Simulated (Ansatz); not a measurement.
The system is MgS (Niningerite).

```
CELL_PARAMETERS angstrom
0.00000 2.60165 2.60165
2.60165 0.00000 2.60165
2.60165 2.60165 0.00000
ATOMIC_POSITIONS crystal
S 0.50000 0.50000 0.50000
Mg 0.00000 0.00000 0.00000
```

```yaml
Program: Ansatz 0.2.0
Task: relaxation of cell and atoms
Functional: PBEsol
Dispersion: D3(BJ)
Potentials_or_basis: Ansatz PAW
Cutoff: "420 eV (not typed: the program's choice for these potentials)"
k_mesh: 9 × 9 × 9
Occupations: fermi-dirac, width 0.05 eV
Spin: no spin polarisation
```

At the start: volume 17.61 Å³/atom.

Task: Where does the relaxation end?

Result: It ends after 5 steps and the volume is 16.76 Å³/atom (-4.8 %); space group Fm-3m (No. 225, to 0.05 Å).

Step by step:
| step | energy change (eV) | largest force (eV/Å) | volume (Å³) |
| --- | --- | --- | --- |
| 1 | 0.0000 | 0.0000 | 35.22 |
| 2 | -0.0201 | 0.0000 | 33.79 |
| 3 | -0.0207 | 0.0000 | 33.51 |
| 4 | -0.0207 | 0.0000 | 33.53 |
| 5 | -0.0206 | 0.0000 | 33.53 |

Final structure:
```cif
data_structure
_symmetry_space_group_name_H-M 'P 1'
_symmetry_Int_Tables_number 1
_cell_length_a 3.6194
_cell_length_b 3.6194
_cell_length_c 3.6194
_cell_angle_alpha 60.000
_cell_angle_beta 60.000
_cell_angle_gamma 60.000
_cell_volume 33.53
loop_
_atom_site_label
_atom_site_type_symbol
_atom_site_fract_x
_atom_site_fract_y
_atom_site_fract_z
_atom_site_occupancy
S1 S 0.50000 0.50000 0.50000 1
Mg1 Mg 0.00000 0.00000 0.00000 1
```

Caveat: the plane-wave basis is chosen anew once the cell has moved, so the energies of steps on either side of that aren't comparable; the PAW data sets come from PBE, with cores solved anew for the run's functional, which leaves a small shift of forces and pressure.
